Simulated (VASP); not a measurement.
# Rh in VASP: further runs

One sheet, Rh, is run at these levels: PBEsol+U; tasks: single point.

Program: VASP 6.6.1. These are calculated values, not measurements. Logs are shortened: lines on timing, memory, paths and dates and some standing lists are left out, and cuts for length are marked.

### Step 1. Starting point

The cell holds a sheet with vacuum, 1 atom: a = 2.430 Å, b = 2.430 Å, c = 23.800 Å, α = 90.00°, β = 90.00°, γ = 93.94°.

The cell was built by a generator and needn't be a form met in nature.

### Step 2. Single point, PBEsol+U

INCAR

```
ALGO = Normal ; DIPOL = 0.5 0.5 0.294
EDIFF = 1E-6 ; ENCUT = 520
GGA = PS ; IDIPOL = 3
ISIF = 2 ; ISMEAR = -1
LASPH = True ; LCHARG = True
LDAU = True ; LDAUJ = 0
LDAUL = 2 ; LDAUPRINT = 1
LDAUTYPE = 2 ; LDAUU = 3
LDIPOL = True ; LELF = True
LMAXMIX = 4 ; LREAL = False
LVACPOTAV = True ; LVHAR = True
LWAVE = False ; NELM = 60
PREC = Accurate ; SIGMA = 0.05
```

KPOINTS

```
k-points
0
Gamma
  11 11 1
```

POSCAR

```
Rh
1.0
    2.4265300000      0.1231000000      0.0000000000
   -0.2893500000      2.4123600000      0.0000000000
    0.0000000000      0.0000000000     23.8000000000
Rh
1
Direct
    0.5000000000      0.5000000000      0.2941200000
```

Potentials or basis: VASP PAW PBE potentials, release 64 (Rh_pv).

The run is started by

```bash
$ cat potpaw_PBE.64/Rh_pv/POTCAR > POTCAR
$ mpirun -np 1 vasp_std > vasp.out
```

OUTCAR:

```text
EDIFF = 1E-6
   ENCUT = 520
   GGA = PS
   ISIF = 2
   ISMEAR = -1
   LASPH = True
   LREAL = False
   NELM = 60
   PREC = Accurate

 ion  position               nearest neighbor table
   1  0.500  0.500  0.294-

  LATTYP: Found a base centered orthorhombic cell.
 ALAT       =     3.3160361524
 B/A-ratio  =     1.0711588953
 C/A-ratio  =     7.1772438255

  Lattice vectors:

 A1 = (   2.4265300000,   0.1231000000,   0.0000000000)
 A2 = (  -0.2893500000,   2.4123600000,   0.0000000000)
 A3 = (   0.0000000000,   0.0000000000,  23.8000000000)

Analysis of symmetry for initial positions (statically):
=====================================================================
 Subroutine PRICEL returns:
 Original cell was already a primitive cell.

 Routine SETGRP: Setting up the symmetry group for a
 base centered orthorhombic supercell.

 Subroutine GETGRP returns: Found  8 space group operations
 (whereof  4 operations were pure point group operations)
 out of a pool of  8 trial point group operations.

The static configuration has the point symmetry C_2v.
 The point group associated with its full space group is D_2h.

Analysis of symmetry for dynamics (positions and initial velocities):
=====================================================================
 Subroutine PRICEL returns:
 Original cell was already a primitive cell.

 Routine SETGRP: Setting up the symmetry group for a
 base centered orthorhombic supercell.

 Subroutine GETGRP returns: Found  8 space group operations
 (whereof  4 operations were pure point group operations)
 out of a pool of  8 trial point group operations.

The dynamic configuration has the point symmetry C_2v.
 The point group associated with its full space group is D_2h.

 Subroutine INISYM returns: Found  8 space group operations
 (whereof  4 operations are pure point group operations),
 and found     1 'primitive' translations

----------------------------------------------------------------------------------------

                                     Primitive cell

  volume of cell :     140.1649

  direct lattice vectors                    reciprocal lattice vectors
     2.426530000  0.123100000  0.000000000     0.409618631  0.049131618  0.000000000
    -0.289350000  2.412360000  0.000000000    -0.020902375  0.412024697  0.000000000
     0.000000000  0.000000000 23.800000000     0.000000000  0.000000000  0.042016807

  length of vectors
     2.429650479  2.429651043 23.800000000     0.412554650  0.412554554  0.042016807

  position of ions in fractional coordinates (direct lattice)
     0.500000000  0.500000000  0.294120000

  ion indices of the primitive-cell ions
   primitive index   ion index
                 1           1

----------------------------------------------------------------------------------------

 KPOINTS: k-points

Automatic generation of k-mesh.
 Grid dimensions read from file:
 generate k-points for:   11   11    1

 Generating k-lattice:

  Cartesian coordinates                     Fractional coordinates (reciprocal lattice)
     0.037238057  0.004466511  0.000000000     0.090909091  0.000000000  0.000000000
    -0.001900216  0.037456791  0.000000000     0.000000000  0.090909091  0.000000000
     0.000000000  0.000000000  0.042016807     0.000000000  0.000000000  1.000000000

  Length of vectors
     0.037504968  0.037504959  0.042016807

  Shift w.r.t. Gamma in fractional coordinates (k-lattice)
     0.000000000  0.000000000  0.000000000

 Subroutine IBZKPT returns following result:
 ===========================================

 Found     36 irreducible k-points:

 Following reciprocal coordinates:
            Coordinates               Weight
  0.000000  0.000000  0.000000      1.000000
  0.090909 -0.000000  0.000000      4.000000
  0.181818  0.000000  0.000000      4.000000
  0.272727 -0.000000  0.000000      4.000000
  0.363636 -0.000000  0.000000      4.000000
  0.454545 -0.000000  0.000000      4.000000
[... 37 lines left out ...]
   EDIFF  = 0.1E-05   stopping-criterion for ELM
   LREAL  =      F    real-space projection
[... 7 lines left out ...]
   TEBEG  =    0.0;   TEEND  =   0.0 temperature during run
   PSTRESS=    0.0 pullay stress
   NELECT =      15.0000    total number of electrons
   NUPDOWN=      -1.0000    fix difference up-down
   EMIN   =  10.00;   EMAX   =-10.00  energy-range for DOS
   EFERMI =   0.00;   METHOD = LEGACY
   ISMEAR =    -1;   SIGMA  =   0.05  broadening in eV -4-tet -1-fermi 0-gaus
   EFERMI_NEDOS =   21; number of points for ismear=-14 and -15
   IALGO  =     38    algorithm
   IMIX   =      4    mixing-type and parameters
     AMIX     =   0.40;   BMIX     =  1.00
     AMIX_MAG =   1.60;   BMIX_MAG =  1.00
  volume/ion in A,a.u.               =     140.16       945.88
  Fermi-wavevector in a.u.,A,eV,Ry     =   0.777247  1.468783  8.219445  0.604112
  Thomas-Fermi vector in A             =   1.879894
   LORBIT       =      0    0 simple, 1 ext, 2 COOP (PROOUT), +10 PAW based schemes
 LDA+U is selected, type is set to LDAUTYPE =  2
   angular momentum for each species LDAUL =     2
   U (eV)           for each species LDAUU =   3.0
   J (eV)           for each species LDAUJ =   0.0
   GGA     = PS    functional components
   LHFCALC =     F    Hartree Fock is set to
   AEXX    =    0.0000 exact exchange contribution
   IVDW    =     0    specifies the selected vdW correction
   LEPSILON=     F    determine dielectric tensor
   LRPA    =     F    only Hartree local field effects (RPA)
 non-spin polarized calculation
  energy-cutoff  :      520.00
  volume of cell :      140.16
 maximum number of plane-waves:      3845
 NGX is ok and might be reduce to    18
   NGX =  9   NGY =  9   NGZ = 89

 dipolmoment           0.000000      0.000000     -0.000001 electrons x Angstroem

atom =   1  type =  1  l = 2

 onsite density matrix

spin component  1

  0.6621  0.0000  0.0037  0.0000  0.0140
  0.0000  0.6909  0.0000  0.0185  0.0000
  0.0037  0.0000  0.8907  0.0000 -0.0006
  0.0000  0.0185  0.0000  0.6845  0.0000
  0.0140  0.0000 -0.0006  0.0000  0.7411

spin component  2

  0.6621  0.0000  0.0037  0.0000  0.0140
  0.0000  0.6909  0.0000  0.0185  0.0000
  0.0037  0.0000  0.8907  0.0000 -0.0006
  0.0000  0.0185  0.0000  0.6845  0.0000
  0.0140  0.0000 -0.0006  0.0000  0.7411

 occupancies and eigenvectors

  o =  0.6597  v =  0.9854  0.0000 -0.0164 -0.0000 -0.1692  0.0000  0.0000  0.0000  0.0000  0.0000      0.0000  0.0000  0.0000  0.0000  0.0000  0.0000  0.0000  0.0000  0.0000  0.0000
  o =  0.6597  v =  0.0000  0.0000  0.0000  0.0000  0.0000  0.9854  0.0000 -0.0164 -0.0000 -0.1692      0.0000  0.0000  0.0000  0.0000  0.0000  0.0000  0.0000  0.0000  0.0000  0.0000
  o =  0.6689  v =  0.0000 -0.6445  0.0000  0.7646  0.0000  0.0000  0.0000  0.0000  0.0000  0.0000      0.0000  0.0000  0.0000  0.0000  0.0000  0.0000  0.0000  0.0000  0.0000  0.0000
  o =  0.6689  v =  0.0000  0.0000  0.0000  0.0000  0.0000  0.0000 -0.6445  0.0000  0.7646  0.0000      0.0000  0.0000  0.0000  0.0000  0.0000  0.0000  0.0000  0.0000  0.0000  0.0000
  o =  0.7064  v =  0.0000  0.0000  0.0000  0.0000  0.0000  0.0000 -0.7646  0.0000 -0.6445  0.0000      0.0000  0.0000  0.0000  0.0000  0.0000  0.0000  0.0000  0.0000  0.0000  0.0000
  o =  0.7064  v =  0.0000 -0.7646  0.0000 -0.6445  0.0000  0.0000  0.0000  0.0000  0.0000  0.0000      0.0000  0.0000  0.0000  0.0000  0.0000  0.0000  0.0000  0.0000  0.0000  0.0000
  o =  0.7435  v =  0.0000  0.0000  0.0000  0.0000  0.0000 -0.1692 -0.0000  0.0000 -0.0000 -0.9856      0.0000  0.0000  0.0000  0.0000  0.0000  0.0000  0.0000  0.0000  0.0000  0.0000
  o =  0.7435  v = -0.1692 -0.0000  0.0000 -0.0000 -0.9856  0.0000  0.0000  0.0000  0.0000  0.0000      0.0000  0.0000  0.0000  0.0000  0.0000  0.0000  0.0000  0.0000  0.0000  0.0000
  o =  0.8908  v = -0.0162 -0.0000 -0.9999 -0.0000  0.0028  0.0000  0.0000  0.0000  0.0000  0.0000      0.0000  0.0000  0.0000  0.0000  0.0000  0.0000  0.0000  0.0000  0.0000  0.0000
  o =  0.8908  v =  0.0000  0.0000  0.0000  0.0000  0.0000 -0.0162 -0.0000 -0.9999 -0.0000  0.0028      0.0000  0.0000  0.0000  0.0000  0.0000  0.0000  0.0000  0.0000  0.0000  0.0000

 number of electron      15.0000001 magnetization

 dipolmoment           0.000000      0.000000      0.000001 electrons x Angstroem

 Free energy of the ion-electron system (eV)
  ---------------------------------------------------
  ext. energy  EPLUGINS =         0.00000000
  ---------------------------------------------------
  free energy    TOTEN  =        -3.11258218 eV

  energy without entropy =       -3.09530625  energy(sigma->0) =       -3.10394421

 E-fermi :  -4.0921     XC(G=0):  -2.1156

 val. band max:       -4.1028354802   @ k =   0.1818   0.0909   0.0000
 cond. band min:      -4.0776380957   @ k =  -0.4545   0.2727   0.0000
 fundamental gap:      0.0251973845
 Fermi energy:        -4.0921410841

 k-point     1 :       0.0000    0.0000    0.0000
  band No.  band energies     occupation
      1     -49.3874      2.00000
      2     -49.3632      2.00000
      3     -49.2982      2.00000
      4      -9.7732      2.00000
      5      -9.7647      2.00000
      6      -6.2466      2.00000
      7      -3.8895      0.03418
      8      -3.6822      0.00055
      9      -2.8474      0.00000
     10      -2.4095      0.00000
     11       1.4736      0.00000
[... 309 lines left out ...]
 k-point    24 :      -0.1818    0.1818    0.0000
  band No.  band energies     occupation
      1     -49.6977      2.00000
      2     -49.6158      2.00000
      3     -49.2313      2.00000
      4      -7.9895      2.00000
      5      -7.8639      2.00000
      6      -5.6745      2.00000
      7      -5.6689      2.00000
      8      -4.7858      2.00000
      9      -4.2876      1.96071
     10       0.4964      0.00000
     11       3.0071      0.00000

 [... further k-points ...]

------------------------ aborting loop because EDIFF is reached ----------------------------------------

  FORCE on cell =-STRESS in cart. coord.  units (eV):
  Direction    XX          YY          ZZ          XY          YZ          ZX
  --------------------------------------------------------------------------------------
  -------------------------------------------------------------------------------------
  Total       -1.5346065     -1.4705059     -0.0146301      0.1866441      0.0000000      0.0000000
  in kB      -17.5415607    -16.8088491     -0.1672312      2.1334651      0.0000000      0.0000000
  external PRESSURE =     -11.5058803 kB  Pullay stress =       0.0000000 kB

 VOLUME and BASIS-vectors are now :
 -----------------------------------------------------------------------------
  energy-cutoff  :      520.00
  volume of cell :      140.16
      direct lattice vectors                 reciprocal lattice vectors
     2.426530000  0.123100000  0.000000000     0.409618631  0.049131618  0.000000000
    -0.289350000  2.412360000  0.000000000    -0.020902375  0.412024697  0.000000000
     0.000000000  0.000000000 23.800000000     0.000000000  0.000000000  0.042016807

 POSITION                                       TOTAL-FORCE (eV/Angst)
 -----------------------------------------------------------------------------------
      1.06859      1.26773      7.00006        -0.000000      0.000000      0.000000
 -----------------------------------------------------------------------------------
    total drift:                                0.000000      0.000000      0.000071

  FREE ENERGIE OF THE ION-ELECTRON SYSTEM (eV)
  ---------------------------------------------------
  free  energy   TOTEN  =        -3.1125821795 eV

  energy  without entropy=       -3.0953062488  energy(sigma->0) =       -3.10394421

 vacuum level on the upper side and lower side of the slab         1.704         1.703
```

It took 48 s on 1 thread of Intel Xeon Platinum 8488C (Sapphire Rapids), shared host; peak memory 0.24 GiB.

Results:

- Free energy: -3.1126 eV
- Band gap on the k mesh: none (metal or under the smearing width)
- Work function of the upper face: 5.80 eV
- Work function of the lower face: 5.80 eV

Levels at points of the mesh, in eV from the Fermi level:
| k point | band 3 | band 4 | band 5 | band 6 | band 7 | band 8 | band 9 | band 10 | band 11 |
| --- | --- | --- | --- | --- | --- | --- | --- | --- | --- |
| (0.00, 0.00, 0.00) | -45.21 | -5.68 | -5.67 | -2.15 | 0.20 | 0.41 | 1.24 | 1.68 | 5.57 |

Eigenvalues of the final occupation matrices:
```
    site  spin  trace               eigenvalues
site 1 d     1   3.67  0.66 0.67 0.71 0.74 0.89
site 1 d     2   3.67  0.66 0.67 0.71 0.74 0.89
```

Caveat: the PAW data sets were made with another functional, which shifts forces and pressure a little; U without spin polarisation on a metal has little footing; the U is typed as a test and isn't derived for this compound.

### Step 3. Single point, PBEsol+U

INCAR: that of step 2 with these lines changed.

```diff
@@ -7,3 +7,3 @@
 LDAUL = 2 ; LDAUPRINT = 1
-LDAUTYPE = 2 ; LDAUU = 3
+LDAUTYPE = 2 ; LDAUU = 4
 LDIPOL = True ; LELF = True
```

KPOINTS is that of step 2.

POSCAR is that of step 2.

Potentials or basis: VASP PAW PBE potentials, release 64 (Rh_pv).

The run is started by

```bash
$ cat potpaw_PBE.64/Rh_pv/POTCAR > POTCAR
$ mpirun -np 1 vasp_std > vasp.out
```

Wall time 49 s (1 thread of Intel Xeon Platinum 8488C (Sapphire Rapids), shared host); peak memory 0.24 GiB.

It converged, with:

```yaml
Free_energy: -2.1793 eV
Band_gap_on_the_k_mesh: none (metal or under the smearing width)
Work_function_of_the_upper_face: 5.81 eV
Work_function_of_the_lower_face: 5.81 eV
```

Levels at points of the mesh, in eV from the Fermi level:
| k point | band 5 | band 6 | band 7 | band 8 | band 9 | band 10 |
| --- | --- | --- | --- | --- | --- | --- |
| (0.00, 0.00, 0.00) | -5.74 | -2.19 | 0.17 | 0.47 | 1.30 | 1.78 |

Eigenvalues of the final occupation matrices:
| site | spin | trace | eigenvalues |
| --- | --- | --- | --- |
| site 1 d | 1 | 3.69 | 0.65 0.66 0.71 0.76 0.91 |
| site 1 d | 2 | 3.69 | 0.65 0.66 0.71 0.76 0.91 |

Caveat: the PAW data sets were made with another functional, which shifts forces and pressure a little; U without spin polarisation on a metal has little footing; the U is typed as a test and isn't derived for this compound.

### Step 4. Single point, PBEsol+U

INCAR: that of step 3 with these lines changed.

```diff
@@ -7,3 +7,3 @@
 LDAUL = 2 ; LDAUPRINT = 1
-LDAUTYPE = 2 ; LDAUU = 4
+LDAUTYPE = 2 ; LDAUU = 5
 LDIPOL = True ; LELF = True
```

KPOINTS is that of step 3.

POSCAR is that of step 3.

Potentials or basis: VASP PAW PBE potentials, release 64 (Rh_pv).

The run is started by

```bash
$ cat potpaw_PBE.64/Rh_pv/POTCAR > POTCAR
$ mpirun -np 1 vasp_std > vasp.out
```

OUTCAR:

```text
EDIFF = 1E-6
   ENCUT = 520
   GGA = PS
   ISIF = 2
   ISMEAR = -1
   LASPH = True
   LREAL = False
   NELM = 60
   PREC = Accurate

 ion  position               nearest neighbor table
   1  0.500  0.500  0.294-

  LATTYP: Found a base centered orthorhombic cell.
 ALAT       =     3.3160361524
 B/A-ratio  =     1.0711588953
 C/A-ratio  =     7.1772438255

  Lattice vectors:

 A1 = (   2.4265300000,   0.1231000000,   0.0000000000)
 A2 = (  -0.2893500000,   2.4123600000,   0.0000000000)
 A3 = (   0.0000000000,   0.0000000000,  23.8000000000)

[... 562 lines left out ...]

  FORCE on cell =-STRESS in cart. coord.  units (eV):
  Direction    XX          YY          ZZ          XY          YZ          ZX
  --------------------------------------------------------------------------------------
  -------------------------------------------------------------------------------------
  Total       -1.8715512     -1.7817092     -0.0169151      0.2615959      0.0000000      0.0000000
  in kB      -21.3930601    -20.3661078     -0.1933502      2.9902126      0.0000000      0.0000000
  external PRESSURE =     -13.9841727 kB  Pullay stress =       0.0000000 kB

 VOLUME and BASIS-vectors are now :
 -----------------------------------------------------------------------------
  energy-cutoff  :      520.00
  volume of cell :      140.16
      direct lattice vectors                 reciprocal lattice vectors
     2.426530000  0.123100000  0.000000000     0.409618631  0.049131618  0.000000000
    -0.289350000  2.412360000  0.000000000    -0.020902375  0.412024697  0.000000000
     0.000000000  0.000000000 23.800000000     0.000000000  0.000000000  0.042016807

 POSITION                                       TOTAL-FORCE (eV/Angst)
 -----------------------------------------------------------------------------------
      1.06859      1.26773      7.00006         0.000000      0.000000     -0.000000
 -----------------------------------------------------------------------------------
    total drift:                                0.000000      0.000000     -0.000061

  FREE ENERGIE OF THE ION-ELECTRON SYSTEM (eV)
  ---------------------------------------------------
  free  energy   TOTEN  =        -1.2624133636 eV

  energy  without entropy=       -1.2490321297  energy(sigma->0) =       -1.25572275

 vacuum level on the upper side and lower side of the slab         1.672         1.672
```

OSZICAR:

```text
N       E                     dE             d eps       ncg     rms          rms(c)
DAV:   1     0.780477224026E+02    0.78048E+02   -0.84030E+03  1088   0.993E+02
DAV:   2     0.125510579789E+01   -0.76793E+02   -0.73119E+02  1062   0.238E+02
DAV:   3    -0.117824167221E+01   -0.24333E+01   -0.22771E+01   928   0.405E+01
[... 11 lines left out ...]
DAV:  15    -0.126231468297E+01   -0.50145E-04   -0.22625E-05   849   0.421E-02    0.439E-03
DAV:  16    -0.126236405306E+01   -0.49370E-04   -0.37917E-06   671   0.124E-02    0.354E-03
DAV:  17    -0.126240931437E+01   -0.45261E-04   -0.46089E-06   816   0.202E-02    0.260E-03
DAV:  18    -0.126241306897E+01   -0.37546E-05   -0.67675E-07   609   0.917E-03    0.852E-04
DAV:  19    -0.126241336363E+01   -0.29466E-06   -0.28345E-07   525   0.482E-03
   1 F= -.12624134E+01 E0= -.12557227E+01  d E =-.133812E-01
```

Run time: 43 s. Hardware: 1 thread of Intel Xeon Platinum 8488C (Sapphire Rapids), shared host; peak memory 0.25 GiB.

Results:

* Free energy: -1.2624 eV
* Band gap on the k mesh: none (metal or under the smearing width)
* Work function of the upper face: 5.80 eV
* Work function of the lower face: 5.80 eV

Eigenvalues of the final occupation matrices:
```tsv
site	spin	trace	eigenvalues
site 1 d	1	3.71	0.64 0.65 0.74 0.77 0.91
site 1 d	2	3.71	0.64 0.65 0.74 0.77 0.91
```

Caveat: the PAW data sets were made with another functional, which shifts forces and pressure a little; U without spin polarisation on a metal has little footing; the U is typed as a test and isn't derived for this compound.

(Part 1 of 2 ends here.)
